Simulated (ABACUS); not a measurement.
# ZrB2 (P6/mmm) in ABACUS: a series of runs

The runs below take ZrB2 through equation of state, with PBE.

All numbers are computed with ABACUS 3.10.1; they aren't measurements. Logs are shortened: lines on timing, memory, paths and dates and some standing lists are left out, and cuts for length are marked.

### Step 1. The structure

It takes space group P6/mmm (No. 191, hexagonal). Conventional cell: a = 3.170 Å, b = 3.170 Å, c = 3.533 Å, α = 90.00°, β = 90.00°, γ = 120.00°. Zr (site symmetry 6/mmm) has 12 B at 2.54 Å as nearest neighbours. Around B (site symmetry -6m2) lie 3 B at 1.83 Å.

### Step 2. Equation of state, PBE, 9.63 Å³/atom (volume scaled by 0.94)

Contents of INPUT:

```
INPUT_PARAMETERS
suffix              ZrB2
calculation         scf
basis_type          lcao
pseudo_dir          ./
orbital_dir         ./
symmetry            1
dft_functional      pbe
ecutwfc             100
pseudo_rcut         10
nspin               1
nbands              13
ks_solver           genelpa
smearing_method     fd
smearing_sigma      0.00367493
scf_thr             1e-07
scf_nmax            100
mixing_type         broyden
mixing_beta         0.7
cal_force           1
cal_stress          1
out_mul             1
```

Contents of STRU:

```
ATOMIC_SPECIES
Zr 91.2240 Zr.upf
B 10.8100 B.upf

NUMERICAL_ORBITAL
Zr_confined-atom_8au_4s3p3d1f.orb
B_confined-atom_7au_3s3p2d1f.orb

LATTICE_CONSTANT
1.8897261246

LATTICE_VECTORS
3.1052879646 0.0000000000 0.0000000000
-1.5526439823 2.6892582634 0.0000000000
0.0000000000 0.0000000000 3.4608777221

ATOMIC_POSITIONS
Direct

Zr
0.0
1
0.0000000000 0.0000000000 0.0000000000 1 1 1

B
0.0
2
0.6666666667 0.3333333333 0.5000000000 1 1 1
0.3333333333 0.6666666667 0.5000000000 1 1 1
```

Contents of KPT:

```
K_POINTS
0
Gamma
10 10 8 0 0 0
```

Potentials or basis: PseudoDojo NC SR 0.4.1 PBE standard, TZDP LCAO (the cutoffs set its grid).

Started as:

```console
OMP_NUM_THREADS=1 mpirun -np 4 abacus > log
```

running log:

```text
ABACUS v3.10.1

               Atomic-orbital Based Ab-initio Computation at UStc

 ------------------------------------------------------------------------------------

 READING GENERAL INFORMATION
                           global_out_dir = OUT.ZrB2/
                           global_in_card = INPUT
                               pseudo_dir = ./
                              orbital_dir = ./
                                    DSIZE = 4
                                    GSIZE = 1

 READING UNITCELL INFORMATION
                                    ntype = 2
                  lattice constant (Bohr) = 1.88973
              lattice constant (Angstrom) = 1

 READING ATOM TYPE 1
                               atom label = Zr
                      L=0, number of zeta = 4
                      L=1, number of zeta = 3
                      L=2, number of zeta = 3
                      L=3, number of zeta = 1
             number of atom for this type = 1

 READING ATOM TYPE 2
                               atom label = B
                      L=0, number of zeta = 3
                      L=1, number of zeta = 3
                      L=2, number of zeta = 2
                      L=3, number of zeta = 1
             number of atom for this type = 2

                        TOTAL ATOM NUMBER = 3
DIRECT COORDINATES
    atom                   x                   y                   z     mag                  vx                  vy                  vz
taud_Zr1            0.0000000000        0.0000000000        0.0000000000  0.0000        0.0000000000        0.0000000000        0.0000000000
taud_B1            0.6666666667        0.3333333333        0.5000000000  0.0000        0.0000000000        0.0000000000        0.0000000000
taud_B2            0.3333333333        0.6666666667        0.5000000000  0.0000        0.0000000000        0.0000000000        0.0000000000

                          Volume (Bohr^3) = 195.037
                             Volume (A^3) = 28.9015

 Lattice vectors: (Cartesian coordinate: in unit of a_0)
             +3.10529                  +0                  +0
             -1.55264            +2.68926                  +0
                   +0                  +0            +3.46088
 Reciprocal vectors: (Cartesian coordinate: in unit of 2 pi/a_0)
            +0.322031           +0.185925                  -0
                   -0            +0.37185                  -0
                   +0                  -0           +0.288944
 The esolver type has been set to : ksdft_lcao

                PAO radial cut off (Bohr) = 10

 Read in pseudopotential file is Zr.upf
                     pseudopotential type = NC
          exchange-correlation functional = PBE
                 nonlocal core correction = 1
                        valence electrons = 12
                                     lmax = 2
                           number of zeta = 4
                     number of projectors = 6
                           L of projector = 0
[... 5 lines left out ...]
                PAO radial cut off (Bohr) = 10

 Read in pseudopotential file is B.upf
                     pseudopotential type = NC
          exchange-correlation functional = PBE
                 nonlocal core correction = 1
                        valence electrons = 3
                                     lmax = 1
                           number of zeta = 2
                     number of projectors = 4
                           L of projector = 0
                           L of projector = 0
                           L of projector = 1
                           L of projector = 1
     initial pseudo atomic orbital number = 18

 SETUP THE ELECTRONS NUMBER
            electron number of element Zr = 12
      total electron number of element Zr = 12
             electron number of element B = 3
       total electron number of element B = 6
            AUTOSET number of electrons:  = 18
                           occupied bands = 9
                                   NLOCAL = 93
                                   NBANDS = 13
                                   NBANDS = 13
                                   NLOCAL = 93

%%%%%%%%%%%%%%%%%%%%%%%%%%%%%%%%%%%%%%%%%%%%%%%%%%%%%%%%%%%%%%%%%%%%%%%%%%%%%%%%%%%%%%%%%%%%%%%%%%%%%%%%%%
 Warning: the number of valence electrons in pseudopotential > 4 for Zr: [Kr] 4d2 5s2
 Pseudopotentials with additional electrons can yield (more) accurate outcomes, but may be less efficient.
 If you're confident that your chosen pseudopotential is appropriate, you can safely ignore this warning.
%%%%%%%%%%%%%%%%%%%%%%%%%%%%%%%%%%%%%%%%%%%%%%%%%%%%%%%%%%%%%%%%%%%%%%%%%%%%%%%%%%%%%%%%%%%%%%%%%%%%%%%%%%

 SETUP THE PLANE WAVE BASIS
 energy cutoff for charge/potential (unit:Ry) = 400
[... 97 lines left out ...]
       4 -0.30000000  0.30000000  0.00000000  0.0075       3
       5 -0.40000000  0.40000000  0.00000000  0.0075       4
       6  0.50000000  0.50000000  0.00000000  0.0037       5
[... 22 lines left out ...]
      29  0.00000000  0.00000000  0.25000000  0.0025     200
      30 -0.10000000  0.10000000  0.25000000  0.0150     201
[... 40 further k points ...]

                               nkstot now = 70
[... K-POINTS DIRECT COORDINATES: 70 rows ...]

           k-point number in this process = 70
       minimum distributed K point number = 70
[... stars of the k points ...]

[... K-POINTS CARTESIAN COORDINATES: 70 rows ...]

[... K-POINTS DIRECT COORDINATES: 70 rows ...]

 SETUP PLANE WAVES FOR WAVE FUNCTIONS
     energy cutoff for wavefunc (unit:Ry) = 100
              fft grid for wave functions = [ 40, 40, 45 ]
                    number of plane waves = 4667
                         number of sticks = 301

 PARALLEL PW FOR WAVE FUNCTIONS
     PROC   COLUMNS(POT)             PW
        1             75           1167
        2             75           1167
        3             76           1168
        4             75           1165
 --------------- sum -------------------
        4            301           4667

 SET NONLOCAL PSEUDOPOTENTIAL PROJECTORS
 SET NONLOCAL PSEUDOPOTENTIAL PROJECTORS
 max number of nonlocal projetors among all species is 6

 -------------------------------------------
 SELF-CONSISTENT
 -------------------------------------------

 SETUP SEARCHING RADIUS FOR PROGRAM TO SEARCH ADJACENT ATOMS
                  longest orb rcut (Bohr) = 8
   longest nonlocal projector rcut (Bohr) = 1.58
                     search radius (Bohr) = 19.2
              searching radius is (Bohr)) = 19.2
         searching radius unit is (Bohr)) = 1.89
                         PeriodicBoundary = 1
                        Radius(unit:lat0) = 10.1
                                   glayer = [ 5, 5, 4 ]
                             glayer_minus = [ 4, 4, 3 ]

Find the coordinate range of the input atom(unit:lat0).
                                  min_tau = [ -18.6, -10.8, -10.4 ]
                                  max_tau = [ 20.2, 12.5, 12.1 ]
                                BoxNumber = [ 9, 9, 7 ]

 SETUP EXTENDED REAL SPACE GRID FOR GRID INTEGRATION
                          real space grid = [ 40, 40, 45 ]
                 big cell numbers in grid = [ 8, 8, 15 ]
             meshcell numbers in big cell = [ 5, 5, 3 ]
                        extended fft grid = [ 13, 13, 19 ]
                dimension of extened grid = [ 35, 35, 54 ]
                            UnitCellTotal = 125
              Atom number in sub-FFT-grid = 3
    Local orbitals number in sub-FFT-grid = 93
                                ParaV.nnr = 174971
                                 init_chg = atomic

 LCAO ALGORITHM --------------- ION=   1  ELEC=   1--------------------------------

 Density error is 0.102833243161
----------------------------------------------------------
     Energy           Rydberg                 eV
----------------------------------------------------------
 E_KohnSham     -113.1214896743      -1539.0968258180
 E_Harris       -115.1919246867      -1567.2665393261
 E_Fermi        1.2660943134         17.2260968681
----------------------------------------------------------
[... 80 lines left out ...]
 Density error is 1.16773241504e-08
----------------------------------------------------------
     Energy           Rydberg                 eV
----------------------------------------------------------
 E_KohnSham     -113.2182408671      -1540.4131933290
 E_KS(sigma->0) -113.2181425658      -1540.4118558708
 E_Harris       -113.2182410869      -1540.4131963190
 E_band         -0.3783269486        -5.1474022081
 E_one_elec     -1.1335631286        -15.4229175916
 E_Hartree      11.8054660822        160.6216062631
 E_xc           -25.2862745939       -344.0374156695
 E_Ewald        -98.6036726241       -1341.5717914147
 E_entropy(-TS) -0.0001966027        -0.0026749163
 E_descf        0.0000000000         0.0000000000
 E_exx          0.0000000000         0.0000000000
 E_Fermi        1.2360680423         16.8175684914
----------------------------------------------------------

 charge density convergence is achieved
 final etot is -1540.4131933 eV
 EFERMI = 16.817568491 eV

 STATE ENERGY(eV) AND OCCUPATIONS    NSPIN == 1
 1/70 kpoint (Cartesian) = 0.0000 0.0000 0.0000 (822 pws)
       1       -31.5428     0.00250000
       2       -9.76797     0.00250000
       3       -9.11644     0.00250000
       4       -9.11644     0.00250000
       5        3.89391     0.00250000
       6        14.1583     0.00250000
       7        14.1583     0.00250000
       8        14.1899     0.00250000
       9        14.6038     0.00250000
      10        20.5971    3.70689e-36
      11        20.5971    3.70689e-36
      12        21.4017    3.80642e-43
      13        21.4017    3.80642e-43
[... 61 lines left out ...]
 6/70 kpoint (Cartesian) = 0.16102 0.27889 0.0000 (861 pws)
       1       -31.3916     0.00750000
       2       -10.2637     0.00750000
       3       -9.54807     0.00750000
       4       -9.37672     0.00750000
       5        7.67879     0.00750000
       6        8.38081     0.00750000
       7        12.7961     0.00750000
       8        13.7841     0.00750000
       9        14.0549     0.00750000
      10        19.2861    2.71163e-24
      11        19.4016    2.69413e-25
      12        22.2410    5.85588e-50
      13        22.3514    6.43396e-51

[... levels at 64 further k points ...]

 correction force for each atom along direction 1 is 7.43387e-15
 correction force for each atom along direction 2 is 3.19328e-14
 correction force for each atom along direction 3 is -3.36802e-14
------------------------------------------------------------------------------------------
 TOTAL-FORCE (eV/Angstrom)
------------------------------------------------------------------------------------------
                       Zr1         0.0000000000         0.0000000000         0.0000000000
                        B1         0.0000000000         0.0000000000         0.0000000000
                        B2         0.0000000000         0.0000000000         0.0000000000
------------------------------------------------------------------------------------------

----------------------------------------------------------------
 TOTAL-STRESS (KBAR)
----------------------------------------------------------------
       179.4933230753        -0.0000000000        -0.0000000000
         0.0000000000       179.4933230766         0.0000000000
        -0.0000000000         0.0000000000       178.8821761955
----------------------------------------------------------------
 TOTAL-PRESSURE: 179.289607 KBAR

 --------------------------------------------
 !FINAL_ETOT_IS -1540.4131933289945664 eV
 --------------------------------------------
```

Run time: 17 s. Hardware: 4 MPI ranks of INTEL XEON PLATINUM 8581C at 2.30GHz (Emerald Rapids), shared host; peak memory 0.64 GiB.

Results:

```
Free energy            : -1540.4132 eV
Pressure               : 17.9 GPa
Band gap on the k mesh : none (metal or under the smearing width)
Mulliken charges       : Zr +0.28; B -0.14 e
```

Caveat: the atomic orbitals were generated for these runs and aren't a published set; Mulliken charges move with the basis; the basis of atomic orbitals isn't converged, which shifts pressures, moduli and gaps.

### Step 3. Equation of state, PBE, 9.84 Å³/atom (volume scaled by 0.96)

INPUT is that of step 2.

STRU: that of step 2 with these lines changed.

```diff
@@ -12,5 +12,5 @@
 LATTICE_VECTORS
-3.1052879646 0.0000000000 0.0000000000
--1.5526439823 2.6892582634 0.0000000000
-0.0000000000 0.0000000000 3.4608777221
+3.1271569103 0.0000000000 0.0000000000
+-1.5635784551 2.7081973259 0.0000000000
+0.0000000000 0.0000000000 3.4852509034
```

KPT is that of step 2.

Potentials or basis: PseudoDojo NC SR 0.4.1 PBE standard, TZDP LCAO (the cutoffs set its grid).

Started as:

```console
OMP_NUM_THREADS=1 mpirun -np 4 abacus > log
```

Run time: 17 s. Hardware: 4 MPI ranks of INTEL XEON PLATINUM 8581C at 2.30GHz (Emerald Rapids), shared host; peak memory 0.64 GiB.

The run converged. Its results:

```
Free energy            : -1540.4699 eV
Pressure               : 11.7 GPa
Band gap on the k mesh : none (metal or under the smearing width)
Mulliken charges       : Zr +0.24; B -0.12 e
```

Caveat: the atomic orbitals were generated for these runs and aren't a published set; Mulliken charges move with the basis; the basis of atomic orbitals isn't converged, which shifts pressures, moduli and gaps.

### Step 4. Equation of state, PBE, 10.04 Å³/atom (volume scaled by 0.98)

INPUT is that of step 3.

STRU: that of step 3 with these lines changed.

```diff
@@ -12,5 +12,5 @@
 LATTICE_VECTORS
-3.1271569103 0.0000000000 0.0000000000
--1.5635784551 2.7081973259 0.0000000000
-0.0000000000 0.0000000000 3.4852509034
+3.1487241912 0.0000000000 0.0000000000
+-1.5743620956 2.7268751391 0.0000000000
+0.0000000000 0.0000000000 3.5092878761
```

KPT is that of step 3.

Started as:

```console
OMP_NUM_THREADS=1 mpirun -np 4 abacus > log
```

It took 16 s on 4 MPI ranks of INTEL XEON PLATINUM 8581C at 2.30GHz (Emerald Rapids), shared host; peak memory 0.64 GiB.

It converged, with:

```yaml
Free_energy: -1540.5041 eV
Pressure: 6.1 GPa
Band_gap_on_the_k_mesh: none (metal or under the smearing width)
Mulliken_charges: Zr +0.19; B -0.09 e
```

Caveat: the atomic orbitals were generated for these runs and aren't a published set; Mulliken charges move with the basis; the basis of atomic orbitals isn't converged, which shifts pressures, moduli and gaps.

### Step 5. Equation of state, PBE, 10.25 Å³/atom

INPUT is that of step 4.

STRU: that of step 4 with these lines changed.

```diff
@@ -12,5 +12,5 @@
 LATTICE_VECTORS
-3.1487241912 0.0000000000 0.0000000000
--1.5743620956 2.7268751391 0.0000000000
-0.0000000000 0.0000000000 3.5092878761
+3.1700000000 0.0000000000 0.0000000000
+-1.5850000000 2.7453005300 0.0000000000
+0.0000000000 0.0000000000 3.5330000000
```

KPT is that of step 4.

Started as:

```console
OMP_NUM_THREADS=1 mpirun -np 4 abacus > log
```

It took 15 s on 4 MPI ranks of INTEL XEON PLATINUM 8581C at 2.30GHz (Emerald Rapids), shared host; peak memory 0.64 GiB.

The run converged. Its results:

* Free energy: -1540.5176 eV
* Pressure: 1.0 GPa
* Band gap on the k mesh: none (metal or under the smearing width)
* Mulliken charges: Zr +0.14; B -0.07 e

Caveat: the atomic orbitals were generated for these runs and aren't a published set; Mulliken charges move with the basis; the basis of atomic orbitals isn't converged, which shifts pressures, moduli and gaps.

### Step 6. Equation of state, PBE, 10.45 Å³/atom (volume scaled by 1.02)

INPUT is that of step 5.

STRU: that of step 5 with these lines changed.

```diff
@@ -12,5 +12,5 @@
 LATTICE_VECTORS
-3.1700000000 0.0000000000 0.0000000000
--1.5850000000 2.7453005300 0.0000000000
-0.0000000000 0.0000000000 3.5330000000
+3.1909939893 0.0000000000 0.0000000000
+-1.5954969947 2.7634818581 0.0000000000
+0.0000000000 0.0000000000 3.5563980329
```

KPT is that of step 5.

Potentials or basis: PseudoDojo NC SR 0.4.1 PBE standard, TZDP LCAO (the cutoffs set its grid).

Started as:

```console
OMP_NUM_THREADS=1 mpirun -np 4 abacus > log
```

It took 15 s on 4 MPI ranks of INTEL XEON PLATINUM 8581C at 2.30GHz (Emerald Rapids), shared host; peak memory 0.64 GiB.

The run converged. Its results:

```yaml
Free_energy: -1540.5126 eV
Pressure: -3.6 GPa
Band_gap_on_the_k_mesh: none (metal or under the smearing width)
Mulliken_charges: Zr +0.08; B -0.04 e
```

Caveat: the atomic orbitals were generated for these runs and aren't a published set; Mulliken charges move with the basis; the basis of atomic orbitals isn't converged, which shifts pressures, moduli and gaps.

### Step 7. Equation of state, PBE, 10.66 Å³/atom (volume scaled by 1.04)

INPUT is that of step 6.

STRU: that of step 6 with these lines changed.

```diff
@@ -12,5 +12,5 @@
 LATTICE_VECTORS
-3.1909939893 0.0000000000 0.0000000000
--1.5954969947 2.7634818581 0.0000000000
-0.0000000000 0.0000000000 3.5563980329
+3.2117153101 0.0000000000 0.0000000000
+-1.6058576551 2.7814270483 0.0000000000
+0.0000000000 0.0000000000 3.5794921737
```

KPT is that of step 6.

Started as:

```console
OMP_NUM_THREADS=1 mpirun -np 4 abacus > log
```

Wall time 15 s (4 MPI ranks of INTEL XEON PLATINUM 8581C at 2.30GHz (Emerald Rapids), shared host); peak memory 0.64 GiB.

The run converged. Its results:

* Free energy: -1540.4907 eV
* Pressure: -7.8 GPa
* Band gap on the k mesh: none (metal or under the smearing width)
* Mulliken charges: Zr +0.02; B -0.01 e

Caveat: the atomic orbitals were generated for these runs and aren't a published set; Mulliken charges move with the basis; the basis of atomic orbitals isn't converged, which shifts pressures, moduli and gaps.

### Step 8. Equation of state, PBE, 10.86 Å³/atom (volume scaled by 1.06)

INPUT is that of step 7.

STRU: that of step 7 with these lines changed.

```diff
@@ -12,5 +12,5 @@
 LATTICE_VECTORS
-3.2117153101 0.0000000000 0.0000000000
--1.6058576551 2.7814270483 0.0000000000
-0.0000000000 0.0000000000 3.5794921737
+3.2321726471 0.0000000000 0.0000000000
+-1.6160863235 2.7991436218 0.0000000000
+0.0000000000 0.0000000000 3.6022921016
```

KPT is that of step 7.

Started as:

```console
OMP_NUM_THREADS=1 mpirun -np 4 abacus > log
```

It took 13 s on 4 MPI ranks of INTEL XEON PLATINUM 8581C at 2.30GHz (Emerald Rapids), shared host; peak memory 0.64 GiB.

It converged, with:

```yaml
Free_energy: -1540.4535 eV
Pressure: -11.6 GPa
Band_gap_on_the_k_mesh: none (metal or under the smearing width)
Mulliken_charges: Zr -0.04; B +0.02 e
```

Caveat: the atomic orbitals were generated for these runs and aren't a published set; Mulliken charges move with the basis; the basis of atomic orbitals isn't converged, which shifts pressures, moduli and gaps.

### Step 9. Equation of state, PBE

Potentials or basis: PseudoDojo NC SR 0.4.1 PBE standard, TZDP LCAO (the cutoffs set its grid).

No new run: the results of the series are fitted here.

Results:

```
Equilibrium volume                        : 10.29 Å³/atom
Bulk modulus at fixed shape and positions : 238 GPa
Pressure derivative of the bulk modulus   : 3.9
```

Energy against volume, from the lowest point:
| volume (Å³/atom) | energy (meV/atom) |
| --- | --- |
| 9.634 | 34.82 |
| 9.839 | 15.90 |
| 10.044 | 4.53 |
| 10.249 | 0.00 |
| 10.454 | 1.67 |
| 10.659 | 8.97 |
| 10.864 | 21.37 |

Caveat: the atomic orbitals were generated for these runs and aren't a published set; the cell was scaled at fixed shape and fractional positions, which overstates the stiffness of a crystal with free parameters, most of all of layers and chains; the basis of atomic orbitals isn't converged, which shifts pressures, moduli and gaps.
